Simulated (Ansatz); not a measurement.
# AlN (P6_3mc):Y_Al, thermodynamic levels from a 72-atom cell

Charge states of Y_Al in AlN (P6_3mc), set against the band edges. Model: a cell of 72 host atoms with 1 Al taken out and 1 Y put in.

Program: Ansatz 0.2.0. Level of theory: place-levels on r2SCAN runs: charge-transition levels and formation energies with image-charge correction and potential alignment at the atomic sites; PAW set soft_1. Results are calculated unless marked as measured.

### Step 1. The starting structure

The cell holds 72 atoms: 35 Al, 36 N and 1 Y. Its edges and angles: a = 9.320 Å, b = 9.320 Å, c = 9.956 Å, α = 90.0°, β = 90.0°, γ = 120.0°. It derives from AlN (space group P6_3mc). Nearest the centre at fractional (0.444, 0.556, 0.500): Y34 at 0.00 Å, N11 at 1.89 Å, N43 at 1.89 Å, N35 at 1.89 Å, N40 at 1.90 Å, Al9 at 3.07 Å, Al13 at 3.07 Å, Al41 at 3.07 Å.

As a file:

```xyz
72
Lattice="9.3196 0.0000 0.0000 -4.6598 8.0710 0.0000 0.0000 0.0000 9.9565" Properties=species:S:1:pos:R:3 pbc="T T T"
Al    1.5533    0.8968    2.4852
Al    0.0000    1.7936    4.9743
N     1.5533    0.8968    4.3848
N     0.0000    1.7936    1.8957
Al    1.5533    0.8968    7.4634
Al    0.0000    1.7936    9.9525
N     1.5533    0.8968    9.3631
N     0.0000    1.7936    6.8739
Al    0.0000    3.5871    2.4852
Al   -1.5533    4.4839    4.9743
N     0.0000    3.5871    4.3848
N    -1.5533    4.4839    1.8957
Al    0.0000    3.5871    7.4634
Al   -1.5533    4.4839    9.9525
N     0.0000    3.5871    9.3631
N    -1.5533    4.4839    6.8739
Al   -1.5533    6.2774    2.4852
Al   -3.1065    7.1742    4.9743
N    -1.5533    6.2774    4.3848
N    -3.1065    7.1742    1.8957
Al   -1.5533    6.2774    7.4634
Al   -3.1065    7.1742    9.9525
N    -1.5533    6.2774    9.3631
N    -3.1065    7.1742    6.8739
Al    4.6598    0.8968    2.4852
Al    3.1065    1.7936    4.9743
N     4.6598    0.8968    4.3848
N     3.1065    1.7936    1.8957
Al    4.6598    0.8968    7.4634
Al    3.1065    1.7936    9.9525
N     4.6598    0.8968    9.3631
N     3.1065    1.7936    6.8739
Al    3.1065    3.5871    2.4852
Y     1.5533    4.4839    4.9743
N     3.1065    3.5871    4.3848
N     1.5533    4.4839    1.8957
Al    3.1065    3.5871    7.4634
Al    1.5533    4.4839    9.9525
N     3.1065    3.5871    9.3631
N     1.5533    4.4839    6.8739
Al    1.5533    6.2774    2.4852
Al    0.0000    7.1742    4.9743
N     1.5533    6.2774    4.3848
N     0.0000    7.1742    1.8957
Al    1.5533    6.2774    7.4634
Al    0.0000    7.1742    9.9525
N     1.5533    6.2774    9.3631
N     0.0000    7.1742    6.8739
Al    7.7663    0.8968    2.4852
Al    6.2130    1.7936    4.9743
N     7.7663    0.8968    4.3848
N     6.2130    1.7936    1.8957
Al    7.7663    0.8968    7.4634
Al    6.2130    1.7936    9.9525
N     7.7663    0.8968    9.3631
N     6.2130    1.7936    6.8739
Al    6.2130    3.5871    2.4852
Al    4.6598    4.4839    4.9743
N     6.2130    3.5871    4.3848
N     4.6598    4.4839    1.8957
Al    6.2130    3.5871    7.4634
Al    4.6598    4.4839    9.9525
N     6.2130    3.5871    9.3631
N     4.6598    4.4839    6.8739
Al    4.6598    6.2774    2.4852
Al    3.1065    7.1742    4.9743
N     4.6598    6.2774    4.3848
N     3.1065    7.1742    1.8957
Al    4.6598    6.2774    7.4634
Al    3.1065    7.1742    9.9525
N     4.6598    6.2774    9.3631
N     3.1065    7.1742    6.8739
```

Screening for the image-charge correction: ε∞ = (4.49, 4.49, 4.72), ε0 = (8.15, 8.15, 9.65), computed on the host (DFPT, PBEsol, on the r2SCAN cell), and a cell off the functional's own equilibrium shifts the ionic part.

The cell's shortest repeat is 9.3 Å.

### Step 2. The runs of each charge state

Levels follow from differences of total energies between charge states, each relaxed by itself.

Random displacements of about 0.05 Å break the site symmetry at the start, so that the relaxation can reach a distorted minimum if there is one. Forces are taken at one point at (¼, ¼, ¼). The cell holds 1 electron more than the neutral one, with a uniform background that keeps it neutral on the whole. The electron count is odd, so at least one spin is unpaired; this run locks the moment at 1 μB.

The sampling was tested on the host first: at the k-points planned (1x1x1 shifted 0.25 0.25 0.25) its energy lies -0.014 eV an atom from the dense-mesh value, under the bound of 0.02 eV set for this test; that bounds the host's error, not the defect's.

One of the inputs; charge, spin and start change from state to state.

Contents of qm1_M1.relax/input.yaml:

```yaml
crystal:
  lattice:
    - [3.10652185, 3.0e-08, 0.0]
    - [-1.55326095, 2.69032682, 0.0]
    - [0.0, 0.0, 4.97823886]
  atoms:
    - { symbol: Al, position: [0.66666667, 0.33333333, 0.49920333] }
    - { symbol: Al, position: [0.33333333, 0.66666667, 0.99920333] }
    - { symbol: "N", position: [0.66666667, 0.33333333, 0.88079667] }
    - { symbol: "N", position: [0.33333333, 0.66666667, 0.38079667] }
  supercell: [3, 3, 2]
  defects: [{ substitution: { at: 33, symbol: "Y" } }]
total_charge: -1
basis:
  ecutwfc: 500
  xc_grid: 2
hamiltonian:
  xc: r2scan
  pseudopotentials: { kind: paw, azcp: { folder: soft_1 } }
kpoints:
  mp_grid: { grid: [1, 1, 1], shift: [0.25, 0.25, 0.25] }
magnetization:
  spin_polarized: true
  initial_magnetization: 1
  spin_locking: { lock_magnetization: hard }
scf:
  occupations: { method: fixed }
  max_iter: 60
output:
  forces: true
  charged_corrections: { epsilon: [4.49, 4.49, 4.72], static_epsilon: [8.15, 8.15, 9.65] }
relax:
  f_tol: 0.02
  max_steps: 80
  random_displacement: { amplitude: 0.05, seed: 880 }
checkpoint:
  write: "../qm1_M1.relax.run"
  compress: false
  write_wavefunctions: true
  write_every: 100000
```

Launch:

```
$ ansatz run input.yaml --threads 4 --pin off --max-ram 7536MiB --backend cpu --events-out ev --progress --plain --runs-dir out
```

The relaxed structure is kept and the sampling changed to a 2×2×2 shifted mesh.

The run of this state that the levels use, under r2SCAN:

Contents of qm1_M1.point/input.yaml:

```yaml
crystal:
  checkpoint: "../qm1_M1.relax.run"
  host: checkpoint
total_charge: -1
basis:
  ecutwfc: 500
  xc_grid: 2
hamiltonian:
  xc: r2scan
  pseudopotentials: { kind: paw, azcp: { folder: soft_1 } }
kpoints:
  mp_grid: { grid: [2, 2, 2], shift: [0.5, 0.5, 0.5] }
magnetization:
  spin_polarized: true
  initial_magnetization: 1
  spin_locking: { lock_magnetization: hard }
scf:
  occupations: { method: fermi_dirac, width: 0.01 }
  max_iter: 60
output:
  forces: true
  eigenvalues: true
  charged_corrections:
    epsilon: [4.49, 4.49, 4.72]
    static_epsilon: [8.15, 8.15, 9.65]
    defect_position: [0.444444, 0.555556, 0.499602]
  eigenstates: { localisation: true }
  populations: true
  efg: {}
  band_densities: [{ bands: [v1, v1] }, { bands: [c1, c1] }]
  write_density: true
  write_potential: true
  volumetric_format: npy
checkpoint:
  read: "../qm1_M1.relax.run"
  write: "../qm1_M1.point.run"
  compress: false
  write_wavefunctions: false
  write_every: 100000
```

Relaxations under r2SCAN at one point at (¼, ¼, ¼); times on 4 threads of Arm Neoverse V1, shared host:

```
charge  moment (μB)  occupations    outcome  steps  largest displacement against the far atoms (Å)     time
    −1            1        fixed  converged     11                                            0.31  6.9 min
     0            0        fixed  converged      6                                            0.26     86 s
    +1            1        fixed  converged     14                                            0.40  8.3 min
```

Single points under r2SCAN at a 2×2×2 shifted mesh; times on 4 threads of Arm Neoverse V1, shared host:

```
charge  moment (μB)  occupations    outcome     time
    −1            1  fermi-dirac  converged  3.8 min
     0            0  fermi-dirac  converged     82 s
    +1            1  fermi-dirac  converged  3.3 min
```

Distances (Å) from Y34 to the nearest atoms after relaxation with r2SCAN:

```
charge  moment (μB)      1.      2.      3.      4.       5.       6.
    −1            1  N 2.15  N 2.15  N 2.22  N 2.23  Al 2.99  Al 2.99
     0            0  N 2.13  N 2.14  N 2.14  N 2.19   N 2.98  Al 3.12
    +1            1  N 2.14  N 2.14  N 2.16  N 2.20   N 2.85  Al 3.07
```

### Step 3. Placing the levels, r2SCAN

A charged cell interacts with its images and the background, and its potential has another zero than the host's. place-levels removes the first by a point-charge model, screened by the static dielectric constant since the ions have relaxed around the charge, and the second by comparing potentials at atoms far from the defect.

The host is a run of the defect-free crystal in the same cutoffs, grids and k-points, so that basis and sampling errors cancel in part in the differences. The host is run in a cell of 8 atoms on a matching mesh. Its band edges are searched through the zone by a band path, so the gap is smaller than, or equal to, that on the mesh. Chemical potentials are energies per atom of Al (fcc) and Y (hcp), run with the same functional and cutoff.

Contents of levels.point.yaml:

```yaml
host:
  run: host.point.run
states: [qm1_M1.point.run, q0.point.run, qp1_M1.point.run]
geometry_from:
  qm1_M1.point.run: qm1_M1.relax.run
  q0.point.run: q0.relax.run
  qp1_M1.point.run: qp1_M1.relax.run
  host.point.run: host.relax.run
chemical_potentials:
  Al:
    energy: -540.418346
    dataset: <sha256 of the dataset>
  "Y":
    energy: -3859.72699
    dataset: "<sha256 of the dataset>"
epsilon: [4.49, 4.49, 4.72]
static_epsilon: [8.15, 8.15, 9.65]
vertical:
  - { from: qm1_M1.point.run, to: qm1_M1.point_neutral.run }
  - { from: qp1_M1.point.run, to: qp1_M1.point_neutral.run }
```

Launch:

```
$ ansatz place-levels levels.point.yaml -- --threads 4 --pin off --max-ram 7536MiB
```

Numbers of over 12 decimals in the logs are rounded to 6 here.

The log of the run:

```text
[... repeated set-up lines and file paths are left out, and long positions are rounded to six places ...]
(+1/0) 0.109 eV beneath the valence edge (-0.148 eV without the band-filling correction), in the valence band
(0/-1) 5.207 eV above the valence edge, in the conduction band
formation energy of charge +1: +1.778 eV with the Fermi level at the valence edge
formation energy of charge 0: +1.669 eV with the Fermi level at the valence edge
formation energy of charge -1: +6.876 eV with the Fermi level at the valence edge
vertical -1 to 0: no energy, since no alignment is typed
  the change from vertical[0].from (qm1_M1.point.run) to vertical[0].to (qm1_M1.point_neutral.run): by its potential at epsilon [4.49, 4.49, 4.72] it stands at 0.342 0.329 0.524, with an rms radius of about 1.6 Å (0.9 1.2 0.6 Å across the planes of the cell's [...]
vertical +1 to 0: no energy, since no alignment is typed
  the change from vertical[1].from (qp1_M1.point.run) to vertical[1].to (qp1_M1.point_neutral.run): by its potential at epsilon [4.49, 4.49, 4.72] it stands at 0.555 0.445 0.430, with an rms radius of about 1.7 Å (1.2 1.2 0.0 Å across the planes of the cell's [...]
  edges by r2scan, gap 4.878 eV; the host is sampled to repeats of 18.64 Å
  the defect's cells are sampled to repeats of 18.64 Å, like sampling
  charge +1: -36749.9220 eV with its correction of +0.517 eV, at epsilon [8.15, 8.15, 9.65], aligned at sites: +0.2538 eV, mean over 33 atomic sites at or beyond 4.66 Å from the host's site at [0.4444, 0.5556, 0.4997] by the defect at [0.4444, 0.5556, [...]
  charge 0: +0.000 eV for its dipole among its images, +0.000 omitted
  charge -1: -36731.0268 eV with its correction of -0.070 eV, at epsilon [8.15, 8.15, 9.65], aligned at sites: +0.3329 eV, mean over 33 atomic sites at or beyond 4.66 Å from the host's site at [0.4444, 0.5556, 0.4997] by the defect at [0.4444, 0.5556, [...]
  of states[2] (qp1_M1.point.run): a band-filling correction moves a carrier to the host's band edge, which changes its energy by -0.039 eV; [...]
  of states[1] (q0.point.run): its displacements don't fall off away from the defect: farther atoms stand 0.017 Å off the host's places. [...]
  of states[0] (qm1_M1.point.run): its displacements don't fall off away from the defect: farther atoms stand 0.024 Å off the host's places. [...]
  of vertical[0].from (qm1_M1.point.run): its displacements don't fall off away from the defect: farther atoms stand 0.024 Å off the host's places. [...]
  of vertical[0].to (qm1_M1.point_neutral.run): its displacements don't fall off away from the defect: farther atoms stand 0.024 Å off the host's places. [...]
  of vertical[1].from (qp1_M1.point.run): its displacements don't fall off away from the defect: farther atoms stand 0.017 Å off the host's places. [...]
  of vertical[1].to (qp1_M1.point_neutral.run): its displacements don't fall off away from the defect: farther atoms stand 0.017 Å off the host's places. [...]
```

The job ended after 0.38 s (4 threads of Arm Neoverse V1, shared host).

Levels between the charges placed, in eV above the valence top:

```
        gap (eV)  (+1/0)  (0/−1)
r2SCAN      4.88   -0.11    5.21
```

Corrections by state:

```
charge  moment (μB)  image terms and alignment (eV)  band filling (eV)                               ε used  over the lowest of its charge, as the program ranks them, band filling apart (eV)
    +1          1.0                           0.517             -0.039  principal values (8.15, 8.15, 9.65)                                                                              0.000
     0          0.0                           0.000                  -                                    -                                                                              0.000
    −1          1.0                          -0.070                  -  principal values (8.15, 8.15, 9.65)                                                                              0.000
```

The charged structures listed were also run neutral, and place-levels reads from each pair, by the potential or the spins, how wide the charge is by which they differ; that can be the carrier of either run.

```
charge  rms radius (Å)  spread where it is widest against the cell (Å)  wide from (Å)  reading
    +1             1.7                                            1.21           1.40   narrow
    −1             1.6                                            1.17           1.40   narrow
```

The neutral runs of these pairs need not share the spin of the lowest neutral state, and very wide values only mean spread over the cell.

From the program's caveats on the states, each cut to its opening words:

- charge +1 (1 μB): a band-filling correction moves a carrier to the host's band edge, which changes its energy by -0.039 eV
- charge +1 (1 μB): its alignment with the host at atomic sites is doubtful: the mean over the far sites moves by -0.0620 eV from their farther parts to their nearer, more than [...]
- charge +1 (1 μB), 0: its displacements don't fall off away from the defect: farther atoms stand 0.017 Å off the host's places
- charge +1 (1 μB), −1 (1 μB): flagged: stability check not made
- charge −1 (1 μB): its displacements don't fall off away from the defect: farther atoms stand 0.024 Å off the host's places

Formation energies (eV), elemental references (Δμ(Al) = 0.00 eV, Δμ(Y) = 0.00 eV):

```
charge  Fermi level at the valence top  at the conduction bottom
    +1                            1.78                      6.66
     0                            1.67                      1.67
    −1                            6.88                      2.00
```

### Step 4. Effect of the sampling

The relaxations' own energies give the levels at their sampling, for comparison.

Contents of levels.relax_mesh.yaml:

```yaml
host:
  run: host.relax.run
states: [qm1_M1.relax.run, q0.relax.run, qp1_M1.relax.run]
chemical_potentials:
  Al:
    energy: -540.418346
    dataset: <sha256 of the dataset>
  "Y":
    energy: -3859.72699
    dataset: "<sha256 of the dataset>"
```

Launch:

```
$ ansatz place-levels levels.relax_mesh.yaml -- --threads 4 --pin off --max-ram 7536MiB
```

The log of the run:

```text
(+1/0) 0.086 eV beneath the valence edge, in the valence band
(0/-1) 5.222 eV above the valence edge, in the conduction band
formation energy of charge +1: +1.867 eV with the Fermi level at the valence edge
formation energy of charge 0: +1.782 eV with the Fermi level at the valence edge
formation energy of charge -1: +7.004 eV with the Fermi level at the valence edge
  edges by r2scan, gap 4.886 eV; the host is sampled to repeats of 13.64 Å
[... the lines on each state left out ...]
```

It took 0.13 s on 4 threads.

Levels between neighbouring charges, in eV above the valence top:

```
                        gap (eV)  (+1/0)  (0/−1)
one point at (¼, ¼, ¼)      4.89   -0.09    5.22
  a 2×2×2 shifted mesh      4.88   -0.11    5.21
```

Going from one point at (¼, ¼, ¼) to a 2×2×2 shifted mesh moves the levels that carry no band-filling term by up to 0.01 eV and formation energies against the elements by up to 0.13 eV; band-filling terms, which differ between samplings, are in these energies.

### Step 5. Summary of results

```
gap of the host                                                             : 4.88 eV (r2SCAN)
level (plus 1/0)                                                            : 0.11 eV below the valence top (-0.15 eV above the valence top without the band-filling term)
level (0/minus 1)                                                           : 5.21 eV above the valence top, past the conduction bottom
lowest of the charges placed, just above the valence top (0.02 eV)          : 0
lowest of the charges placed, just below the conduction bottom (0.02 eV)    : 0
lowest formation energy at mid-gap of the charges run, elemental references : 1.67 eV
```

**Reading.** Of the charges placed (−1, 0 and +1), 0 is the lowest from 0.02 eV above the valence top to 0.02 eV below the conduction bottom, a gap of 4.88 eV. States placed: +1 at 1 μB; 0 at 0 μB; −1 at 1 μB. Other spin states or structures, where not listed, weren't placed. The program finds carriers beyond a band edge of the host and adds a band-filling term at charge +1 (-0.04 eV); steps to such a charge show no bound level, and a defect level inside a band would be read the same way. Y is taken at its element; compounds, which aren't counted here, bound the chemical potentials and would shift these formation energies. Going from one point at (¼, ¼, ¼) to a 2×2×2 shifted mesh moves the levels that carry no band-filling term by up to 0.01 eV and formation energies against the elements by up to 0.13 eV; band-filling terms, which differ between samplings, are in these energies. The program doubts the alignment of potentials for at least one state, a sign that the cell is small. Limits: r2SCAN makes the gap too small and tends to spread out bound carriers; where a gas molecule sets a chemical potential or the host's formation energy, its binding is uncorrected; force components of up to 0.16 eV/Å remain in a run at the final settings.

[Logs are printed without paths, hosts, clocks, repeated set-up lines and the standing remarks that a program may print on its own settings, such as how far it seeks lower states.]

[Hosts, paths, dates, database ids (printed as entryN), source tags and the programs' standing remarks are cut or masked in the printed files.]

[Where a table of states has a column of steps, it counts the stored structures, which are thinned; the runs took as many ionic steps or more.]

[A defect's name tells the site on which it was built; relaxed atoms can leave that site.]

[For some hosts the program warned that the k-mesh of the response run may be too coarse for force constants and the static dielectric constant; such warnings are not shown here.]
